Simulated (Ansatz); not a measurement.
# Cu2O (Cuprite) (111): surface energy and levels, part 2 of 2

Aim: for Cu2O (Cuprite), compute energy, relaxation and work function or band edges of the (111) face.

Ansatz 0.2.0; DFT PBEsol, scalar-relativistic, plane waves, PAW. The steps go on from the part before.

## 4. Relaxing the (111) slab

The COD entry's cell or inner coordinates are ideal or old and differ from later refinements, so a difference from it is no clean test against experiment.

File input.yaml:

```yaml
crystal:
  lattice:
    - [5.9713085834, 0.0, 0.0]
    - [-2.9856542917, 5.171304927, 0.0]
    - [0.0, 0.0, 28.4077708655]
  atoms:
    - { symbol: O, position: [0.3333333333, 0.6666666667, 0.2640122675] }
    - { symbol: Cu, position: [0.0, 0.0, 0.2854656977] }
    - { symbol: Cu, position: [0.5, 0.5, 0.2854656977] }
    - { symbol: Cu, position: [0.0, 0.5, 0.2854656977] }
    - { symbol: Cu, position: [0.5, 0.0, 0.2854656977] }
    - { symbol: O, position: [0.6666666667, 0.3333333333, 0.3069191279] }
    - { symbol: O, position: [0.0, 0.0, 0.3498259884] }
    - { symbol: Cu, position: [0.6666666667, 0.3333333333, 0.3712794186] }
    - { symbol: Cu, position: [0.1666666667, 0.8333333333, 0.3712794186] }
    - { symbol: Cu, position: [0.6666666667, 0.8333333333, 0.3712794186] }
    - { symbol: Cu, position: [0.1666666667, 0.3333333333, 0.3712794186] }
    - { symbol: O, position: [0.3333333333, 0.6666666667, 0.3927328489] }
    - { symbol: O, position: [0.6666666667, 0.3333333333, 0.4356397093] }
    - { symbol: Cu, position: [0.3333333333, 0.6666666667, 0.4570931395] }
    - { symbol: Cu, position: [0.8333333333, 0.1666666667, 0.4570931395] }
    - { symbol: Cu, position: [0.3333333333, 0.1666666667, 0.4570931395] }
    - { symbol: Cu, position: [0.8333333333, 0.6666666667, 0.4570931395] }
    - { symbol: O, position: [0.0, 0.0, 0.4785465698] }
    - { symbol: O, position: [0.3333333333, 0.6666666667, 0.5214534302] }
    - { symbol: Cu, position: [0.0, 0.0, 0.5429068605] }
    - { symbol: Cu, position: [0.5, 0.5, 0.5429068605] }
    - { symbol: Cu, position: [0.0, 0.5, 0.5429068605] }
    - { symbol: Cu, position: [0.5, 0.0, 0.5429068605] }
    - { symbol: O, position: [0.6666666667, 0.3333333333, 0.5643602907] }
    - { symbol: O, position: [0.0, 0.0, 0.6072671511] }
    - { symbol: Cu, position: [0.6666666667, 0.3333333333, 0.6287205814] }
    - { symbol: Cu, position: [0.1666666667, 0.8333333333, 0.6287205814] }
    - { symbol: Cu, position: [0.6666666667, 0.8333333333, 0.6287205814] }
    - { symbol: Cu, position: [0.1666666667, 0.3333333333, 0.6287205814] }
    - { symbol: O, position: [0.3333333333, 0.6666666667, 0.6501740116] }
    - { symbol: O, position: [0.6666666667, 0.3333333333, 0.6930808721] }
    - { symbol: Cu, position: [0.3333333333, 0.6666666667, 0.7145343023] }
    - { symbol: Cu, position: [0.8333333333, 0.1666666667, 0.7145343023] }
    - { symbol: Cu, position: [0.3333333333, 0.1666666667, 0.7145343023] }
    - { symbol: Cu, position: [0.8333333333, 0.6666666667, 0.7145343023] }
    - { symbol: O, position: [0.0, 0.0, 0.7359877325] }
basis:
  ecutwfc: 420
kpoints:
  mp_grid: { grid: [6, 6, 1] }
hamiltonian:
  xc: pbesol
scf:
  occupations: { method: gaussian, width: 0.05 }
output:
  forces: true
  eigenvalues: true
  write_density: true
  write_potential: true
  elf: true
  volumetric_format: npy
relax:
  adjacent_minimum: "off"
  f_tol: 0.02
  max_steps: 60
efield:
  axis: 3
  dipole_correction: true
```

The run is started by

```bash
ansatz run input.yaml --threads 4 --pin off --max-ram 10240MiB --backend cpu --events-out ev --progress --plain --runs-dir out
```

Log:

```text
Warning: RAYON_NUM_THREADS=4 ignored (pool sized by the plan → 4); use --threads N
Engine: ansatz 0.2.0, x86_64-unknown-linux-gnu
Pseudopotentials: kind: paw
Pseudopotential: O, paw, valence charge 6, recommended cutoff 420 eV (normal), O.paw.azcp
Pseudopotential: Cu, paw, valence charge 19, recommended cutoff 420 eV (normal), Cu.paw.azcp
Functional definition: PBEsol
  exchange = pbesol_x
  correlation = pbesol_c
Crystal: 36 atoms, lattice volume = 877.217 Å³
Basis set: ecut = 420 eV, 17075 PW (Γ), exchange–correlation on 80×80×384 points (8 copies of the dense FFT grid, shifted against one another)
Bands: 317, of which v1, the nominal top of the filled ones, is band 264 counted from 1 (263 counted from 0)
Symmetry: 6 space group operations
k-points: 7 of 36 (time reversal used)
Non-local potential: O, projectors of the file, l = 0: 2, l = 1: 2, l = 2: 1
Non-local potential: Cu, projectors of the file, l = 0: 3, l = 1: 2, l = 2: 3, l = 3: 1
PAW form: soft (Blöchl's): semilocal exchange-correlation on the pseudo side does not see the compensation charge
PAW frozen core: O, regenerated for the run's functional, and the local potential with it (the file was generated under x = pbe(κ = 0.804, μ = 0.2195149727645171), c = pbe(β = 0.06672455060314922))
PAW frozen core: Cu, regenerated for the run's functional, and the local potential with it (the file was generated under x = pbe(κ = 0.804, μ = 0.2195149727645171), c = pbe(β = 0.06672455060314922))
PAW one-centre angular grid: O, 110 points (default); XC on 64 Gauss nodes
PAW one-centre angular grid: Cu, 590 points (default); XC on 64 Gauss nodes
Initial density: superposition of atomic densities (neutral atoms: chi_scale 0, normalization atom), corrected by the library's trained network
Initial wavefunctions: pseudopotential atomic-orbital guess
Functional: x = pbesol(κ = 0.804, μ = 0.12345679012345678), c = pbesol(β = 0.046)
SCF iter   1: F=—  HF=-164840.140096 eV  |F-HF|=—  |Δ(HF+E_count)|=         —  Δρ=1.39e-2  dr2=1.41e0  ethr=1.77e-3  p=0.000 e·Å  D=4.03e-13 V/Å  ΔV_dip=-0.00 eV  dr2_dipole=3.67e-10  V_vac-E_F(+/−)=4.70/4.70 eV  ⟨swp⟩=6.0  Hψ=8665  notcnv=0  defer=59
efield: sawtooth ramp at fractional position 0.9500 (placed from the atoms, in the widest stretch of the axis that holds none; the zero of the levels goes with the place), width 0.1000; the density the first Hamiltonian is built on has a dipole p = 0.000 e·Å; the dipole correction subtracts the counter field D = 4.03e-13 V/Å, which shifts the + side's vacuum level by -0.00 eV against the − side's; the planar-averaged density in the ramp window peaks in size at 7.3e-5 e/Å³
preconditioner: auto → Resta (q_TF=auto, 2.507 Å⁻¹)  ε∞=7.3  [insulator: Δε(μ)=0.587 eV  Ē_g=9.167 eV  σ=0.050 eV  W_gap=1.00  n_scr=244 (ndim 8)  ℏωp=23.0 eV  f_vac=0.470  D(μ)=0.00/eV (n_scr^D=0)  ε∞_Penn≈7.3  vacuum switching on, ρ_ref=6.1e-3 e/Å³]
SCF iter   2: F=—  HF=-164839.981513 eV  |F-HF|=—  |Δ(HF+E_count)|=   1.59e-1  Δρ=1.01e-2  dr2=5.89e-1  ethr=2.68e-4  p=0.000 e·Å  D=3.55e-6 V/Å  ΔV_dip=-0.00 eV  dr2_dipole=3.12e-9  V_vac-E_F(+/−)=4.80/4.80 eV  ⟨swp⟩=2.0  Hψ=3709  notcnv=0  defer=323
SCF iter   3: F=—  HF=-164839.868860 eV  |F-HF|=—  |Δ(HF+E_count)|=   1.13e-1  Δρ=4.44e-3  dr2=1.63e-1  ethr=1.12e-4  p=-0.000 e·Å  D=-1.45e-6 V/Å  ΔV_dip=0.00 eV  dr2_dipole=1.69e-12  V_vac-E_F(+/−)=4.65/4.65 eV  ⟨swp⟩=3.0  Hψ=4168  notcnv=0  defer=323
SCF iter   4: F=—  HF=-164839.851226 eV  |F-HF|=—  |Δ(HF+E_count)|=   1.76e-2  Δρ=1.79e-3  dr2=2.99e-2  ethr=3.09e-5  p=0.000 e·Å  D=1.61e-6 V/Å  ΔV_dip=-0.00 eV  dr2_dipole=1.34e-9  V_vac-E_F(+/−)=4.62/4.62 eV  ⟨swp⟩=2.0  Hψ=2752  notcnv=0  defer=323
SCF iter   5: F=—  HF=-164839.847754 eV  |F-HF|=—  |Δ(HF+E_count)|=   3.47e-3  Δρ=7.15e-4  dr2=9.14e-3  ethr=5.66e-6  p=0.000 e·Å  D=7.49e-7 V/Å  ΔV_dip=-0.00 eV  dr2_dipole=2.72e-10  V_vac-E_F(+/−)=4.59/4.59 eV  ⟨swp⟩=2.0  Hψ=2953  notcnv=0  defer=323
[... 58 lines left out ...]
  atom  17  Cu    -0.00000000    -0.00110269     0.00453845
  atom  18  O      0.00000000     0.00000000    -0.00166355
  atom  19  O     -0.00000000    -0.00000000     0.00166541
  atom  20  Cu     0.00000000     0.00000000    -0.00598185
  atom  21  Cu     0.00095510    -0.00055143    -0.00453880
  atom  22  Cu    -0.00095510    -0.00055143    -0.00453880
  atom  23  Cu     0.00000000     0.00110286    -0.00453880
  atom  24  O      0.00000000     0.00000000     0.00787884
  atom  25  O     -0.00000000    -0.00000000    -0.00694449
  atom  26  Cu    -0.00000000    -0.00000000    -0.00132376
  atom  27  Cu    -0.00408357     0.00235765     0.00332202
  atom  28  Cu     0.00408357     0.00235765     0.00332202
  atom  29  Cu     0.00000000    -0.00471530     0.00332202
  atom  30  O      0.00000000     0.00000000    -0.00900900
  atom  31  O      0.00000000    -0.00000000    -0.00774640
  atom  32  Cu     0.00000000    -0.00000000     0.01150049
  atom  33  Cu     0.01444444    -0.00833950     0.00599925
  atom  34  Cu    -0.01444444    -0.00833950     0.00599925
  atom  35  Cu     0.00000000     0.01667901     0.00599925
  atom  36  O      0.00000000     0.00000000    -0.00482948
  max |Σ_I F_I| component: 1.38e-6 eV/Å
--- Band table (eV; the first three rows and the last of 7) ---
[... 4 lines left out ...]
--- Relaxed structure (5 steps of the walk, 5 accepted, 0 SCFs on fresh bases) ---
  F+E_penalty+E_count = -164840.09327767 eV   max|allowed force component| = 1.668e-2 eV/Å
  atoms:
    - { symbol: O, position: [0.3333333333333333, 0.6666666666666667, 0.2627439149647888] }
    - { symbol: Cu, position: [-1.3040865731559253e-20, -1.3977157763188563e-20, 0.2867629571605946] }
    - { symbol: Cu, position: [0.49351035722975267, 0.5064896427702472, 0.28788484972035944] }
    - { symbol: Cu, position: [0.012979285540494517, 0.5064896427702472, 0.28788484972035944] }
    - { symbol: Cu, position: [0.4935103572297527, -0.012979285540494582, 0.28788484972035944] }
    - { symbol: O, position: [0.6666666666666669, 0.33333333333333326, 0.3036987362890967] }
    - { symbol: O, position: [-1.304086573237283e-20, -1.3977157764815718e-20, 0.35229990799564825] }
    - { symbol: Cu, position: [0.6666666666666669, 0.33333333333333326, 0.36868782183991955] }
    - { symbol: Cu, position: [0.16652941087589662, 0.8334705891241032, 0.37323201569366315] }
    - { symbol: Cu, position: [0.6669411782482066, 0.8334705891241032, 0.37323201569366315] }
    - { symbol: Cu, position: [0.1665294108758967, 0.3330588217517934, 0.37323201569366315] }
    - { symbol: O, position: [0.3333333333333333, 0.6666666666666667, 0.39423175665528243] }
    - { symbol: O, position: [0.6666666666666669, 0.33333333333333326, 0.43351721388590425] }
    - { symbol: Cu, position: [0.3333333333333333, 0.6666666666666667, 0.4584482224307424] }
    - { symbol: Cu, position: [0.8327251180854522, 0.16727488191454784, 0.4560110069156236] }
    - { symbol: Cu, position: [0.33454976382909574, 0.16727488191454784, 0.4560110069156236] }
    - { symbol: Cu, position: [0.8327251180854521, 0.6654502361709043, 0.4560110069156236] }
    - { symbol: O, position: [-1.3040865734813564e-20, -1.3977157769697187e-20, 0.47736900269954674] }
    - { symbol: O, position: [0.3333333333333333, 0.6666666666666667, 0.5226309881135164] }
    - { symbol: Cu, position: [-1.3040865736440719e-20, -1.3977157772951497e-20, 0.541551770643277] }
    - { symbol: Cu, position: [0.5006082118666954, 0.4993917881333046, 0.5439889936281144] }
    - { symbol: Cu, position: [-0.0012164237333907313, 0.4993917881333046, 0.5439889936281144] }
    - { symbol: Cu, position: [0.5006082118666954, 0.001216423733390695, 0.5439889936281144] }
    - { symbol: O, position: [0.6666666666666669, 0.33333333333333326, 0.5664827898084639] }
    - { symbol: O, position: [-1.3040865734813564e-20, -1.3977157769697187e-20, 0.6057682387732525] }
    - { symbol: Cu, position: [0.6666666666666669, 0.33333333333333326, 0.6313121797629696] }
    - { symbol: Cu, position: [0.16680392174537698, 0.833196078254623, 0.626767980787735] }
    - { symbol: Cu, position: [0.6663921565092461, 0.833196078254623, 0.626767980787735] }
    - { symbol: Cu, position: [0.16680392174537698, 0.33360784349075395, 0.626767980787735] }
    - { symbol: O, position: [0.3333333333333333, 0.6666666666666667, 0.6477000896004458] }
    - { symbol: O, position: [0.6666666666666669, 0.33333333333333326, 0.6963012633400879] }
    - { symbol: Cu, position: [0.3333333333333333, 0.6666666666666667, 0.7132370493440469] }
    - { symbol: Cu, position: [0.8398229742341377, 0.16017702576586237, 0.7121151561075597] }
    - { symbol: Cu, position: [0.3203540515317248, 0.16017702576586237, 0.7121151561075597] }
    - { symbol: Cu, position: [0.8398229742341377, 0.6796459484682752, 0.7121151561075597] }
    - { symbol: O, position: [-1.304086573562714e-20, -1.397715777132434e-20, 0.737256088133249] }
```

Wall time 5.7 min (4 threads of Oxide Virtual Turin-like (Zen 5), shared host); peak memory 5.4 GiB.

The steps of the relaxation:

| step | E - E(step 1) (eV/cell) | largest force component (eV/Å) |
| --- | --- | --- |
| 1 | 0.0000 | 0.7367 |
| 2 | -0.1329 | 0.4898 |
| 3 | -0.2404 | 0.1406 |
| 4 | -0.2450 | 0.0165 |
| 5 | -0.2450 | 0.0167 |

Step 1 is the start.

Read from this run: gap on the mesh 0.51 eV (a mesh can miss band crossings, so it may be none).

Plane-averaged electrostatic potential energy of an electron across the slab, counted from the valence-band top:

z (Å), V (eV) and a bar:
```
     1.48       4.77 ##############################
     2.07       4.77 ##############################
     2.66       4.77 ##############################
     2.96       4.77 ##############################
     3.55       4.77 ##############################
     4.14       4.77 ##############################
     4.73       4.77 ##############################
     5.03       4.76 ##############################
     5.62       4.74 ##############################
     6.21       4.58 ##############################
     6.81       3.46 ############################
     7.10       1.28 ########################
     7.69      -8.26 ########
     8.29     -12.98 
     8.88      -3.32 ################
     9.17       1.06 ########################
     9.77      -1.82 ###################
    10.36     -12.08 ##
    10.95     -10.08 #####
    11.24      -4.41 ##############
    11.84       0.86 #######################
    12.43      -7.05 ##########
    13.02     -12.60 #
    13.32     -10.65 ####
    13.91      -0.01 ######################
    14.50      -0.01 ######################
    15.09     -10.65 ####
    15.39     -12.60 #
    15.98      -7.05 ##########
    16.57       0.86 #######################
    17.16      -4.41 ##############
    17.46     -10.08 #####
    18.05     -12.08 ##
    18.64      -1.82 ###################
    19.23       1.06 ########################
    19.53      -3.32 ################
    20.12     -12.98 
    20.71      -8.26 ########
    21.31       1.28 ########################
    21.60       3.46 ############################
    22.19       4.58 ##############################
    22.79       4.74 ##############################
    23.38       4.76 ##############################
    23.67       4.77 ##############################
    24.26       4.77 ##############################
    24.86       4.77 ##############################
    25.45       4.77 ##############################
    25.74       4.77 ##############################
    26.34       4.77 ##############################
    26.93       4.77 ##############################
```

Density in a lattice plane of the grid's cell (edges 5.97 and 28.41 Å, at 0.001 of the third edge), which holds Cu and O.

Ten even steps from ' ' (-0.01 e/Å³) to '@' (49.70 e/Å³):
```
            
            
            
            
..          
            
            
..          
##    @@    
            
            
            
..          
--    ==    
            
            
            
            
            
            
```
Columns run along the first of these edges and rows up along the second, over one cell in 6 and 20 even steps from the bottom left corner. Atoms in the plane (fractional): Cu at (1.00, 0.29), Cu at (0.49, 0.29), O at (1.00, 0.35), O at (1.00, 0.48), Cu at (1.00, 0.54), Cu at (0.50, 0.54), O at (1.00, 0.61), O at (1.00, 0.74).

ELF in the same plane.

Ten even steps from '0' (0.00) to '9' (0.84):
```
000000
000000
000000
100000
942124
412121
112021
431113
922922
821112
812121
111011
232123
612721
012221
000000
000000
000000
000000
000000
```
Columns run along the first of these edges and rows up along the second, over one cell in 6 and 20 even steps from the bottom left corner. Atoms in the plane (fractional): Cu at (1.00, 0.29), Cu at (0.49, 0.29), O at (1.00, 0.35), O at (1.00, 0.48), Cu at (1.00, 0.54), Cu at (0.50, 0.54), O at (1.00, 0.61), O at (1.00, 0.74).

Both are smooth fields of the valence electrons: close to the nuclei they are not physical.

Maxima of ELF outside the ion cores: 0.87 beside O, off the lines to its neighbours, 0.7 Å from O; 0.85 in the shell around O, 0.6 Å from O.

## 5. What the (111) slab gives

The surface energy is (E_slab − N·E_bulk) / 2A, with N = 36 atoms and A = 30.88 Å².

|  | as cut | relaxed |
| --- | --- | --- |
| surface energy, mean of both faces | 0.99 J/m² | 0.93 J/m² |
| gap of the slab on the mesh | 0.43 eV | 0.51 eV |
| bulk valence top under the vacuum level | 4.65 eV | 4.49 eV |
| bulk conduction bottom under the vacuum level | 4.09 eV | 3.93 eV |
| dipole along +c (e·Å/cell) | 0.000 | 0.000 |

The bulk's band edges are placed through the mean potential in the slab's middle.

Spacings of the planes, from the bottom up:

```csv
plane,atoms,"spacing to the next, as cut (Å)",relaxed (Å),change (%),rumpling (Å)
1,O,0.609,0.706,+15.9,0.000
2,Cu4,0.609,0.457,-25.0,0.032
3,O,1.219,1.381,+13.3,0.000
4,O,0.609,0.562,-7.7,0.000
5,Cu4,0.609,0.629,+3.2,0.129
6,O,1.219,1.116,-8.4,0.000
7,O,0.609,0.656,+7.7,0.000
8,Cu4,0.609,0.589,-3.3,0.069
9,O,1.219,1.286,+5.5,0.000
10,O,0.609,0.589,-3.3,0.000
11,Cu4,0.609,0.656,+7.7,0.069
12,O,1.219,1.116,-8.4,0.000
13,O,0.609,0.629,+3.2,0.000
14,Cu4,0.609,0.562,-7.7,0.129
15,O,1.219,1.381,+13.3,0.000
16,O,0.609,0.457,-25.0,0.000
17,Cu4,0.609,0.706,+15.9,0.032
18,O,,,,0.000
```

## 6. Results

The summary covers parts 1 to 2.

| quantity | value |
| --- | --- |
| surface energy, (111), cut with O on top | 0.93 J/m² |
| bulk valence top under the vacuum level, (111), cut with O on top | 4.49 eV |

**Reading.** The outermost spacing of (111) expands by 15.9 %, and relaxation gains 0.064 J/m² a face. Another spacing, gap 2 from the bottom, changes more, by -25.0 %. Gaps are read on the k points sampled, so a crossing between them can be missed.
